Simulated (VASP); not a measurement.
# Co (P6_3/mmc) in VASP: settings compared

The runs below take Co through band structure, with PBE+U, LDA, PBE, r2SCAN.

All numbers are computed with VASP 6.6.1; they aren't measurements. Logs are shortened: lines on timing, memory, paths and dates and some standing lists are left out, and cuts for length are marked.

## (1) Starting point

Symmetry: P6_3/mmc, No. 194, hexagonal system. Conventional cell: a = 2.507 Å, b = 2.507 Å, c = 4.069 Å, α = 90.00°, β = 90.00°, γ = 120.00°. Co (site symmetry -6m2) is surrounded by 12 Co at 2.50 to 2.51 Å.

## (2) Band structure, PBE+U, collinear spin, ferromagnetic start

File INCAR:

```
SYSTEM = Co
PREC = Accurate ; ENCUT = 520
EDIFF = 1E-6 ; ISMEAR = -1
SIGMA = 0.05 ; LREAL = .False.
LASPH = .True. ; NELM = 120
ALGO = Normal ; ISIF = 2
LWAVE = .False. ; LCHARG = .False.
ISPIN = 2 ; MAGMOM = 2 2
LORBIT = 11 ; LMAXMIX = 4
LDAU = .True. ; LDAUTYPE = 2
LDAUL = 2 ; LDAUU = 2
LDAUJ = 0 ; LDAUPRINT = 1
GGA = PE
```

File KPOINTS:

```
Automatic mesh
0
Gamma
  16 16 10
  0 0 0
```

File POSCAR:

```
Co
1.0
    2.5070000000      0.0000000000      0.0000000000
   -1.2535000000      2.1711256873      0.0000000000
    0.0000000000      0.0000000000      4.0690000000
Co
2
Direct
    0.3333333333      0.6666666667      0.2500000000
    0.6666666667      0.3333333333      0.7500000000
```

File KPOINTS_OPT:

```
explicit points
26
Reciprocal
 0.0000000000  0.0000000000  0.0000000000 1
 0.0000000000  0.0000000000  0.0200000000 1
 0.0000000000  0.0000000000  0.0400000000 1
 0.0000000000  0.0000000000  0.0600000000 1
 0.0000000000  0.0000000000  0.0800000000 1
 0.0000000000  0.0000000000  0.1000000000 1
 0.0000000000  0.0000000000  0.1200000000 1
 0.0000000000  0.0000000000  0.1400000000 1
 0.0000000000  0.0000000000  0.1600000000 1
 0.0000000000  0.0000000000  0.1800000000 1
 0.0000000000  0.0000000000  0.2000000000 1
 0.0000000000  0.0000000000  0.2200000000 1
 0.0000000000  0.0000000000  0.2400000000 1
 0.0000000000  0.0000000000  0.2600000000 1
 0.0000000000  0.0000000000  0.2800000000 1
 0.0000000000  0.0000000000  0.3000000000 1
 0.0000000000  0.0000000000  0.3200000000 1
 0.0000000000  0.0000000000  0.3400000000 1
 0.0000000000  0.0000000000  0.3600000000 1
 0.0000000000  0.0000000000  0.3800000000 1
 0.0000000000  0.0000000000  0.4000000000 1
 0.0000000000  0.0000000000  0.4200000000 1
 0.0000000000  0.0000000000  0.4400000000 1
 0.0000000000  0.0000000000  0.4600000000 1
 0.0000000000  0.0000000000  0.4800000000 1
 0.0000000000  0.0000000000  0.5000000000 1
```

Potentials or basis: VASP PAW PBE potentials, release 64 (Co).

Command:

```
> cat potpaw_PBE.64/Co/POTCAR > POTCAR
> mpirun -np 1 vasp_std > vasp.out
```

OUTCAR:

```text
SYSTEM = Co
   PREC = Accurate
   ENCUT = 520
   EDIFF = 1E-6
   ISMEAR = -1
   LREAL = .False.
   LASPH = .True.
   NELM = 120
   ISIF = 2
   ISPIN = 2
   LORBIT = 11
   GGA = PE

 ion  position               nearest neighbor table
   1  0.333  0.667  0.250-   2 2.50   2 2.50   2 2.50   2 2.50   2 2.50   2 2.50
   2  0.667  0.333  0.750-   1 2.50   1 2.50   1 2.50   1 2.50   1 2.50   1 2.50

  LATTYP: Found a hexagonal cell.
 ALAT       =     2.5070000000
 C/A-ratio  =     1.6230554448

  Lattice vectors:

 A1 = (   2.5070000000,   0.0000000000,   0.0000000000)
 A2 = (  -1.2535000000,   2.1711256873,   0.0000000000)
 A3 = (   0.0000000000,   0.0000000000,   4.0690000000)

Analysis of symmetry for initial positions (statically):
=====================================================================
 Subroutine PRICEL returns:
 Original cell was already a primitive cell.

 Routine SETGRP: Setting up the symmetry group for a
 hexagonal supercell.

 Subroutine GETGRP returns: Found 24 space group operations
 (whereof 12 operations were pure point group operations)
 out of a pool of 24 trial point group operations.

The static configuration has the point symmetry D_3d.
 The point group associated with its full space group is D_6h.

Analysis of symmetry for dynamics (positions and initial velocities):
=====================================================================
 Subroutine PRICEL returns:
 Original cell was already a primitive cell.

 Routine SETGRP: Setting up the symmetry group for a
 hexagonal supercell.

 Subroutine GETGRP returns: Found 24 space group operations
 (whereof 12 operations were pure point group operations)
 out of a pool of 24 trial point group operations.

The dynamic configuration has the point symmetry D_3d.
 The point group associated with its full space group is D_6h.

Analysis of structural, dynamic, and magnetic symmetry:
=====================================================================
 Subroutine PRICEL returns:
 Original cell was already a primitive cell.

 Routine SETGRP: Setting up the symmetry group for a
 hexagonal supercell.

 Subroutine GETGRP returns: Found 24 space group operations
 (whereof 12 operations were pure point group operations)
 out of a pool of 24 trial point group operations.

The overall configuration has the point symmetry D_3d.
 The point group associated with its full space group is D_6h.

 Subroutine INISYM returns: Found 24 space group operations
 (whereof 12 operations are pure point group operations),
 and found     1 'primitive' translations

----------------------------------------------------------------------------------------

                                     Primitive cell

  volume of cell :      22.1476

  direct lattice vectors                    reciprocal lattice vectors
     2.507000000  0.000000000  0.000000000     0.398883127  0.230295281  0.000000000
    -1.253500000  2.171125687  0.000000000     0.000000000  0.460590562  0.000000000
     0.000000000  0.000000000  4.069000000     0.000000000  0.000000000  0.245760629

  length of vectors
     2.507000000  2.507000000  4.069000000     0.460590562  0.460590562  0.245760629

  position of ions in fractional coordinates (direct lattice)
     0.333333333  0.666666667  0.250000000
     0.666666667  0.333333333  0.750000000

  ion indices of the primitive-cell ions
   primitive index   ion index
                 1           1
                 2           2

----------------------------------------------------------------------------------------

 KPOINTS: Automatic mesh

[... 106 lines left out ...]
 NGX is ok and might be reduce to    20
   NGX =  9   NGY =  9   NGZ = 15

atom =   1  type =  1  l = 2

 onsite density matrix

spin component  1

  0.9198 -0.0000 -0.0000 -0.0000 -0.0000
 -0.0000  0.9253 -0.0000  0.0000 -0.0000
 -0.0000 -0.0000  0.9159 -0.0000  0.0000
 -0.0000  0.0000 -0.0000  0.9253 -0.0000
 -0.0000 -0.0000  0.0000 -0.0000  0.9198

spin component  2

  0.5483  0.0000 -0.0000  0.0000  0.0000
  0.0000  0.5200  0.0000 -0.0000  0.0000
 -0.0000  0.0000  0.5684  0.0000  0.0000
  0.0000 -0.0000  0.0000  0.5200 -0.0000
  0.0000  0.0000  0.0000 -0.0000  0.5483

 occupancies and eigenvectors

  o =  0.5200  v =  0.0000  0.0000  0.0000  0.0000  0.0000 -0.0000  0.0000 -0.0000  1.0000 -0.0000      0.0000  0.0000  0.0000  0.0000  0.0000  0.0000  0.0000  0.0000  0.0000  0.0000
  o =  0.5200  v =  0.0000  0.0000  0.0000  0.0000  0.0000  0.0000 -1.0000  0.0000  0.0000  0.0000      0.0000  0.0000  0.0000  0.0000  0.0000  0.0000  0.0000  0.0000  0.0000  0.0000
  o =  0.5483  v =  0.0000  0.0000  0.0000  0.0000  0.0000 -0.0448  0.0000 -0.0000  0.0000  0.9990      0.0000  0.0000  0.0000  0.0000  0.0000  0.0000  0.0000  0.0000  0.0000  0.0000
  o =  0.5483  v =  0.0000  0.0000  0.0000  0.0000  0.0000 -0.9990 -0.0000  0.0000 -0.0000 -0.0448      0.0000  0.0000  0.0000  0.0000  0.0000  0.0000  0.0000  0.0000  0.0000  0.0000
  o =  0.5684  v =  0.0000  0.0000  0.0000  0.0000  0.0000  0.0000 -0.0000 -1.0000 -0.0000 -0.0000      0.0000  0.0000  0.0000  0.0000  0.0000  0.0000  0.0000  0.0000  0.0000  0.0000
  o =  0.9159  v =  0.0000 -0.0000 -1.0000 -0.0000  0.0000  0.0000  0.0000  0.0000  0.0000  0.0000      0.0000  0.0000  0.0000  0.0000  0.0000  0.0000  0.0000  0.0000  0.0000  0.0000
  o =  0.9198  v =  1.0000  0.0000  0.0000  0.0000  0.0000  0.0000  0.0000  0.0000  0.0000  0.0000      0.0000  0.0000  0.0000  0.0000  0.0000  0.0000  0.0000  0.0000  0.0000  0.0000
  o =  0.9198  v =  0.0000 -0.0000 -0.0000 -0.0000 -1.0000  0.0000  0.0000  0.0000  0.0000  0.0000      0.0000  0.0000  0.0000  0.0000  0.0000  0.0000  0.0000  0.0000  0.0000  0.0000
  o =  0.9253  v =  0.0000  0.0000  0.0000 -1.0000  0.0000  0.0000  0.0000  0.0000  0.0000  0.0000      0.0000  0.0000  0.0000  0.0000  0.0000  0.0000  0.0000  0.0000  0.0000  0.0000
  o =  0.9253  v =  0.0000  1.0000 -0.0000  0.0000 -0.0000  0.0000  0.0000  0.0000  0.0000  0.0000      0.0000  0.0000  0.0000  0.0000  0.0000  0.0000  0.0000  0.0000  0.0000  0.0000

atom =   2  type =  1  l = 2

 onsite density matrix

spin component  1

  0.9198 -0.0000  0.0000 -0.0000 -0.0000
 -0.0000  0.9253  0.0000  0.0000 -0.0000
  0.0000  0.0000  0.9159  0.0000  0.0000
 -0.0000  0.0000  0.0000  0.9253 -0.0000
 -0.0000 -0.0000  0.0000 -0.0000  0.9198

spin component  2

  0.5483 -0.0000 -0.0000  0.0000  0.0000
 -0.0000  0.5200 -0.0000 -0.0000  0.0000
 -0.0000 -0.0000  0.5684 -0.0000  0.0000
  0.0000 -0.0000 -0.0000  0.5200 -0.0000
  0.0000  0.0000  0.0000 -0.0000  0.5483

 occupancies and eigenvectors

  o =  0.5200  v =  0.0000  0.0000  0.0000  0.0000  0.0000  0.0000  0.0000  0.0000 -1.0000 -0.0000      0.0000  0.0000  0.0000  0.0000  0.0000  0.0000  0.0000  0.0000  0.0000  0.0000
  o =  0.5200  v =  0.0000  0.0000  0.0000  0.0000  0.0000  0.0000 -1.0000 -0.0000 -0.0000  0.0000      0.0000  0.0000  0.0000  0.0000  0.0000  0.0000  0.0000  0.0000  0.0000  0.0000
  o =  0.5483  v =  0.0000  0.0000  0.0000  0.0000  0.0000  0.0000  0.0000 -0.0000 -0.0000  1.0000      0.0000  0.0000  0.0000  0.0000  0.0000  0.0000  0.0000  0.0000  0.0000  0.0000
  o =  0.5483  v =  0.0000  0.0000  0.0000  0.0000  0.0000  1.0000  0.0000  0.0000  0.0000  0.0000      0.0000  0.0000  0.0000  0.0000  0.0000  0.0000  0.0000  0.0000  0.0000  0.0000
  o =  0.5684  v =  0.0000  0.0000  0.0000  0.0000  0.0000  0.0000 -0.0000  1.0000  0.0000  0.0000      0.0000  0.0000  0.0000  0.0000  0.0000  0.0000  0.0000  0.0000  0.0000  0.0000
  o =  0.9159  v =  0.0000 -0.0000  1.0000 -0.0000 -0.0000  0.0000  0.0000  0.0000  0.0000  0.0000      0.0000  0.0000  0.0000  0.0000  0.0000  0.0000  0.0000  0.0000  0.0000  0.0000
  o =  0.9198  v =  0.0000  0.0000  0.0000 -0.0000  1.0000  0.0000  0.0000  0.0000  0.0000  0.0000      0.0000  0.0000  0.0000  0.0000  0.0000  0.0000  0.0000  0.0000  0.0000  0.0000
  o =  0.9198  v =  1.0000  0.0000  0.0000  0.0000  0.0000  0.0000  0.0000  0.0000  0.0000  0.0000      0.0000  0.0000  0.0000  0.0000  0.0000  0.0000  0.0000  0.0000  0.0000  0.0000
  o =  0.9253  v =  0.0000 -0.0000  0.0000  1.0000  0.0000  0.0000  0.0000  0.0000  0.0000  0.0000      0.0000  0.0000  0.0000  0.0000  0.0000  0.0000  0.0000  0.0000  0.0000  0.0000
  o =  0.9253  v =  0.0000 -1.0000 -0.0000 -0.0000  0.0000  0.0000  0.0000  0.0000  0.0000  0.0000      0.0000  0.0000  0.0000  0.0000  0.0000  0.0000  0.0000  0.0000  0.0000  0.0000

 number of electron      18.0000002 magnetization       3.5334881

 Free energy of the ion-electron system (eV)
  ---------------------------------------------------
  ext. energy  EPLUGINS =         0.00000000
  ---------------------------------------------------
  free energy    TOTEN  =       -10.77820696 eV

  energy without entropy =      -10.76327114  energy(sigma->0) =      -10.77073905

 E-fermi :   9.9834     XC(G=0): -13.2637

 val. band max:        9.9828528387   @ k =   0.1875   0.0625   0.0000
 cond. band min:       9.9907066335   @ k =   0.1250  -0.0000   0.2000
 fundamental gap:      0.0078537948
 Fermi energy:         9.9834221658

 spin component 1

 k-point     1 :       0.0000    0.0000    0.0000
  band No.  band energies     occupation
      1       1.2190      1.00000
      2       4.3434      1.00000
      3       6.5874      1.00000
      4       6.6124      1.00000
      5       6.6124      1.00000
      6       6.9022      1.00000
      7       6.9022      1.00000
      8       7.2041      1.00000
      9       7.2041      1.00000
     10       8.2506      1.00000
     11       8.2506      1.00000
     12       9.9108      0.81051
[... 841 lines left out ...]
      4       7.5995      1.00000
      5       8.8451      1.00000
      6       9.2507      1.00000
      7       9.3741      0.99999
      8      10.2758      0.00288
      9      11.0602      0.00000
     10      11.2805      0.00000
     11      11.7444      0.00000
     12      17.9921      0.00000
     13      18.1035      0.00000
     14      20.0288      0.00000
     15      21.3188      0.00000

 [... further k-points ...]

------------------------ aborting loop because EDIFF is reached ----------------------------------------

  FORCE on cell =-STRESS in cart. coord.  units (eV):
  Direction    XX          YY          ZZ          XY          YZ          ZX
  --------------------------------------------------------------------------------------
  -------------------------------------------------------------------------------------
  Total       -0.6486929     -0.6486929     -0.4797152     -0.0000000     -0.0000000     -0.0000000
  in kB      -46.9269961    -46.9269961    -34.7030018     -0.0000000     -0.0000000     -0.0000000
  external PRESSURE =     -42.8523313 kB  Pullay stress =       0.0000000 kB

 VOLUME and BASIS-vectors are now :
 -----------------------------------------------------------------------------
  energy-cutoff  :      520.00
  volume of cell :       22.15
      direct lattice vectors                 reciprocal lattice vectors
     2.507000000  0.000000000  0.000000000     0.398883127  0.230295281  0.000000000
    -1.253500000  2.171125687  0.000000000     0.000000000  0.460590562  0.000000000
     0.000000000  0.000000000  4.069000000     0.000000000  0.000000000  0.245760629

 POSITION                                       TOTAL-FORCE (eV/Angst)
 -----------------------------------------------------------------------------------
     -0.00000      1.44742      1.01725         0.000000     -0.000000      0.000000
      1.25350      0.72371      3.05175        -0.000000      0.000000      0.000000
 -----------------------------------------------------------------------------------
    total drift:                               -0.000000      0.000000     -0.000000

  FREE ENERGIE OF THE ION-ELECTRON SYSTEM (eV)
  ---------------------------------------------------
  free  energy   TOTEN  =       -10.7782069586 eV

  energy  without entropy=      -10.7632711426  energy(sigma->0) =      -10.77073905

 total charge

# of ion       s       p       d       tot
------------------------------------------
    1        0.480   0.496   7.283   8.259
    2        0.480   0.496   7.283   8.259
--------------------------------------------------
tot          0.961   0.991  14.566  16.518

 magnetization (x)

# of ion       s       p       d       tot
------------------------------------------
    1       -0.017  -0.070   1.904   1.818
    2       -0.017  -0.070   1.904   1.818
--------------------------------------------------
tot         -0.034  -0.140   3.808   3.635
```

Run time: 52 s. Hardware: 1 thread of Intel Xeon 6975P-C (Granite Rapids), shared host; peak memory 0.26 GiB.

What came out:

```
Free energy                                           : -10.7782 eV
Pressure                                              : -4.3 GPa
Band gap along the path                               : none (metal or under the smearing width)
Net moment                                            : 3.53 μB per cell
Site moments                                          : Co +1.82 μB
Valence electrons inside the program's atomic spheres : Co 8.26
```

Levels at points of the mesh, in eV from the Fermi level:
Spin up:
| k point | band 9 | band 10 | band 11 | band 12 | band 13 | band 14 |
| --- | --- | --- | --- | --- | --- | --- |
| (0.00, 0.00, 0.00) | -2.78 | -1.73 | -1.73 | -0.07 | 5.76 | 21.83 |
| (0.50, 0.00, 0.00) | -1.53 | -1.42 | 0.89 | 2.91 | 9.31 | 10.02 |
| (0.00, 0.00, 0.50) | -2.03 | -2.03 | -2.03 | -2.03 | 14.37 | 14.37 |
| (0.50, 0.00, 0.50) | -1.47 | -1.47 | 1.49 | 1.49 | 6.73 | 6.73 |
Spin down:
```csv
k point,band 3,band 4,band 5,band 6,band 7,band 8,band 9,band 10,band 11,band 12
"(0.00, 0.00, 0.00)",-0.96,-0.85,-0.85,-0.49,-0.49,-0.21,0.01,0.01,1.19,1.19
"(0.50, 0.00, 0.00)",-3.06,-1.82,-0.92,-0.88,-0.58,1.26,1.41,1.44,2.51,4.22
"(0.00, 0.00, 0.50)",-1.50,-1.50,-0.90,-0.90,-0.90,-0.90,0.85,0.85,0.85,0.85
"(0.50, 0.00, 0.50)",-2.26,-2.26,0.11,0.11,0.25,0.25,1.35,1.35,2.20,2.20
```

Eigenvalues of the final occupation matrices:
```csv
site,spin,trace,eigenvalues
site 1 d,1,4.61,0.92 0.92 0.92 0.93 0.93
site 1 d,2,2.71,0.52 0.52 0.55 0.55 0.57
site 2 d,1,4.61,0.92 0.92 0.92 0.93 0.93
site 2 d,2,2.71,0.52 0.52 0.55 0.55 0.57
```

Caveat: the U is typed as a test and isn't derived for this compound. The state reached can hang on the start; a lower one may exist.

## (3) Band structure, PBE+U, collinear spin, ferromagnetic start

File INCAR:

```
PREC = Accurate
ENCUT = 520
EDIFF = 1E-6
ISMEAR = -1
SIGMA = 0.05
LREAL = F
LASPH = T
NELM = 100
ALGO = Fast
ISIF = 2
LWAVE = F
LCHARG = F
ISPIN = 2
MAGMOM = 2 2
LORBIT = 11
LMAXMIX = 4
LDAU = T
LDAUTYPE = 2
LDAUL = 2
LDAUU = 1
LDAUJ = 0
LDAUPRINT = 1
GGA = PE
NBANDS = 20
```

File KPOINTS:

```
regular mesh
0
Gamma
  16 16 10
```

POSCAR is that of step 2.

KPOINTS_OPT is that of step 2.

Potentials or basis: VASP PAW PBE potentials, release 64 (Co).

Command:

```
> cat potpaw_PBE.64/Co/POTCAR > POTCAR
> mpirun -np 1 vasp_std > vasp.out
```

Wall time 3.4 min (1 thread of AMD EPYC 7R43 (Zen 3), shared host); peak memory 0.27 GiB.

The run converged. Its results:

```yaml
Free_energy: -12.4006 eV
Pressure: -4.3 GPa
Band_gap_along_the_path: none (metal or under the smearing width)
Net_moment: 3.40 μB per cell
Site_moments: Co +1.74 μB
Valence_electrons_inside_the_program's_atomic_spheres: Co 8.25
```

Stress tensor (GPa, compression positive):
```
-4.05  0.00  0.00
 0.00 -4.05  0.00
 0.00  0.00 -4.88
```

Levels at points of the mesh, in eV from the Fermi level:
Spin up:
```
           k point  band 7  band 8  band 9  band 10  band 11  band 12  band 13  band 14  band 15  band 16
(0.00, 0.00, 0.00)   -2.66   -2.33   -2.33    -1.28    -1.28    -0.08     5.95    21.85    24.14    24.14
(0.50, 0.00, 0.00)   -2.54   -1.13   -1.07    -0.99     1.07     3.07     9.42    10.08    12.29    13.53
(0.00, 0.00, 0.50)   -3.02   -3.02   -1.58    -1.58    -1.58    -1.58    14.55    14.55    22.59    22.59
(0.50, 0.00, 0.50)   -1.43   -1.43   -1.04    -1.04     1.53     1.53     6.91     6.91    18.04    18.04
```
Spin down:
```tsv
k point	band 4	band 5	band 6	band 7	band 8	band 9	band 10	band 11
(0.00, 0.00, 0.00)	-0.87	-0.87	-0.51	-0.51	-0.19	-0.07	-0.07	1.11
(0.50, 0.00, 0.00)	-1.80	-0.99	-0.95	-0.57	1.23	1.36	1.39	2.52
(0.00, 0.00, 0.50)	-1.48	-0.92	-0.92	-0.92	-0.92	0.78	0.78	0.78
(0.50, 0.00, 0.50)	-2.27	0.03	0.03	0.27	0.27	1.32	1.32	2.19
```

Eigenvalues of the final occupation matrices:
| site | spin | trace | eigenvalues |
| --- | --- | --- | --- |
| site 1 d | 1 | 4.56 | 0.91 0.91 0.91 0.91 0.91 |
| site 1 d | 2 | 2.74 | 0.54 0.54 0.55 0.55 0.56 |
| site 2 d | 1 | 4.56 | 0.91 0.91 0.91 0.91 0.91 |
| site 2 d | 2 | 2.74 | 0.54 0.54 0.55 0.55 0.56 |

Caveat: the U is typed as a test and isn't derived for this compound. The state reached can hang on the start; a lower one may exist.

## (4) Band structure, LDA, collinear spin, ferromagnetic start

File INCAR:

```
PREC = Accurate
ENCUT = 520
EDIFF = 1E-6
ISMEAR = -1
SIGMA = 0.05
LREAL = F
LASPH = T
NELM = 100
ALGO = Normal
ISIF = 2
LWAVE = F
LCHARG = F
ISPIN = 2
MAGMOM = 2 2
LORBIT = 11
LMAXMIX = 4
```

KPOINTS is that of step 3.

POSCAR is that of step 3.

KPOINTS_OPT is that of step 3.

Potentials or basis: VASP PAW LDA potentials, release 64 (Co).

Command:

```
> cat potpaw_LDA.64/Co/POTCAR > POTCAR
> mpirun -np 1 vasp_std > vasp.out
```

Run time: 75 s. Hardware: 1 thread of Intel Xeon 6975P-C (Granite Rapids), shared host; peak memory 0.25 GiB.

It converged, with:

```
Free energy                                           : -16.0900 eV
Pressure                                              : -22.3 GPa
Band gap along the path                               : none (metal or under the smearing width)
Net moment                                            : 3.12 μB per cell
Site moments                                          : Co +1.57 μB
Valence electrons inside the program's atomic spheres : Co 8.24
```

Stress tensor (GPa, compression positive):
```
-21.89   0.00   0.00
  0.00 -21.89   0.00
  0.00   0.00 -23.23
```

Levels at points of the mesh, in eV from the Fermi level:
Spin up:
```tsv
k point	band 8	band 9	band 10	band 11	band 12	band 13	band 14	band 15
(0.00, 0.00, 0.00)	-1.73	-1.73	-0.65	-0.65	-0.08	6.22	21.87	24.17
(0.50, 0.00, 0.00)	-0.52	-0.44	-0.37	1.38	3.32	9.53	10.13	12.64
(0.00, 0.00, 0.50)	-2.45	-0.96	-0.96	-0.96	-0.96	14.73	14.73	22.56
(0.50, 0.00, 0.50)	-0.91	-0.43	-0.43	1.62	1.62	7.17	7.17	18.08
```
Spin down:
| k point | band 5 | band 6 | band 7 | band 8 | band 9 | band 10 |
| --- | --- | --- | --- | --- | --- | --- |
| (0.00, 0.00, 0.00) | -0.96 | -0.61 | -0.61 | -0.19 | -0.19 | 0.07 |
| (0.50, 0.00, 0.00) | -1.10 | -1.01 | -0.63 | 1.11 | 1.22 | 1.27 |
| (0.00, 0.00, 0.50) | -1.02 | -1.02 | -1.02 | -1.02 | 0.65 | 0.65 |
| (0.50, 0.00, 0.50) | -0.08 | -0.08 | 0.32 | 0.32 | 1.21 | 1.21 |

Caveat: so large a pressure means that the cell lies far from this level's equilibrium, or that cutoff or potentials fall short.

(Continued in part 2 of 2.)
